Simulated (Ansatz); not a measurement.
# Hf: response to strain

Aim: deform Hf (equal xy, yz and zx engineering shear strains of +2 %) and compute stress, forces and field gradients with LAPW, PAW and all-electron datasets made for the crystal.

Method: DFT PBE, scalar-relativistic, in Ansatz 0.2.0.

## (1) The starting structure

It takes space group Fm-3m (No. 225, cubic). The conventional cell has a = 4.440 Å, b = 4.440 Å, c = 4.440 Å, α = 90.00°, β = 90.00°, γ = 90.00°. Hf (site symmetry m-3m) is surrounded by 12 Hf at 3.14 Å.

Coordinates:

```
CELL_PARAMETERS angstrom
0.00000 2.22000 2.22000
2.22000 0.00000 2.22000
2.22000 2.22000 0.00000
ATOMIC_POSITIONS crystal
Hf 0.00000 0.00000 0.00000
```

## (2) The deformed structure

Space group Fm-3m before, R-3m after.

## (3) LAPW, all electrons

File input.yaml:

```yaml
crystal:
  lattice:
    - [0.0444, 2.2422, 2.2422]
    - [2.2422, 0.0444, 2.2422]
    - [2.2422, 2.2422, 0.0444]
  atoms:
    - { symbol: Hf, position: [0.0, 0.0, 0.0] }
kpoints:
  mp_grid: { grid: [13, 13, 13] }
  band_path:
    path:
      - [0.0, 0.0, 0.0]
      - [0.5, 0.5, 0.5]
      - [0.2451701269, 0.5, 0.7548298731]
      - [-0.2451701269, 0.2451701269, 0.5]
      - [0.0, 0.0, 0.5]
      - [0.0, 0.0, 0.0]
      - [-0.3725850634, 0.0, 0.3725850634]
      - [0.0, 0.3725850634, 0.6274149366]
      - [0.0, 0.5, 0.5]
    npoints: 5
scf:
  occupations: { method: fermi_dirac, width: 0.03 }
hamiltonian:
  xc: pbe
  pseudopotentials: { kind: all_electron, lapw: { basis_error: 0.001 } }
output:
  forces: true
  stress: true
  eigenvalues: true
```

Launch:

```sh
> ansatz run input.yaml --threads 1 --pin off --max-ram 3072MiB --backend cpu --events-out ev --progress --plain --runs-dir out
```

## (4) PAW on the default files

File input.yaml:

```yaml
crystal:
  lattice:
    - [0.0444, 2.2422, 2.2422]
    - [2.2422, 0.0444, 2.2422]
    - [2.2422, 2.2422, 0.0444]
  atoms:
    - { symbol: Hf, position: [0.0, 0.0, 0.0] }
kpoints:
  mp_grid: { grid: [13, 13, 13] }
scf:
  occupations: { method: fermi_dirac, width: 0.03 }
hamiltonian:
  xc: pbe
  pseudopotentials: { kind: paw }
output:
  forces: true
  stress: true
  eigenvalues: true
  efg: { contact_densities: true }
```

## (5) Datasets made for this crystal

Edit input.yaml of step 4 so:

```diff
@@ -13,3 +13,3 @@
   xc: pbe
-  pseudopotentials: { kind: paw }
+  pseudopotentials: { kind: all_electron, datasets: crystal }
 output:
```

(Steps that only read results are left out.)

What does the calculation give? Wanted: pressure; largest shear or deviatoric stress.

The runs gave:

| quantity | value |
| --- | --- |
| pressure | LAPW 3.37, PAW 3.35, crystal datasets 3.37 GPa |
| largest shear or deviatoric stress (LAPW) | 1.41 GPa |

What this shows: The largest part of the stress beyond the pressure is 1.41 GPa in size. No run of the undeformed cell stands beside it, so the pressure holds what the given cell had before the change. PAW: stress within 0.02 GPa of LAPW. Crystal datasets: stress within 0.01 GPa of LAPW. Spin-orbit coupling is left out, though the cell holds Hf; in elements this heavy it can shift bands and gaps by tenths of an eV.
